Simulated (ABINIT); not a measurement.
**MgO: single point with PBE**

**Experimental background.**

From “Electronic structure of alkaline earth and post-transition metal oxides”, 2009, arxiv:0908.1581, for a bulk crystal of MgO: band gap 7.83 eV.

MgO:

```xyz
2
Lattice="0.0000 2.0970 2.0970 2.0970 0.0000 2.0970 2.0970 2.0970 0.0000" Properties=species:S:1:pos:R:3 pbc="T T T"
Mg    0.0000    0.0000    0.0000
O     2.0970    2.0970    2.0970
```

The cell is a database's computed one.

- Program: ABINIT 10.8.3 (patched build)
- Task: single point
- Functional: PBE
- Potentials or basis: JTH PAW PBE v2.0
- Cutoff: 626 eV
- k mesh: 11 × 11 × 11
- Occupations: fermi-dirac, width 0.05 eV
- Spin: no spin polarisation

```json
{"Pressure": "7.1 GPa", "Band gap on the k mesh": "4.86 eV, direct", "Valence electrons inside the program's atomic spheres": "Mg 8.30; O 4.60"}
```

Levels at points of the mesh, in eV from the valence-band top:
```csv
k point,band 4,band 5,band 6,band 7,band 8,band 9,band 10,band 11,band 12
"(0.00, 0.00, 0.00)",-38.92,-17.32,0.00,0.00,0.00,4.86,15.88,15.88,15.88
```

Run time: 13 s on 1 thread of Intel(R) Xeon(R) Platinum 8488C (Sapphire Rapids) (shared host), peak memory 0.09 GiB.

Measured gap of MgO: 7.83 eV (quoted in “Electronic structure of alkaline earth and post-transition metal oxides”, 2009, arxiv:0908.1581). This calculation gives 4.86 eV (-2.97 eV). The value is that of PBE, without temperature or zero-point motion. Semilocal functionals fall short of measured gaps as a rule. The cell is a database's relaxed one, not the measured one, which moves gaps too.
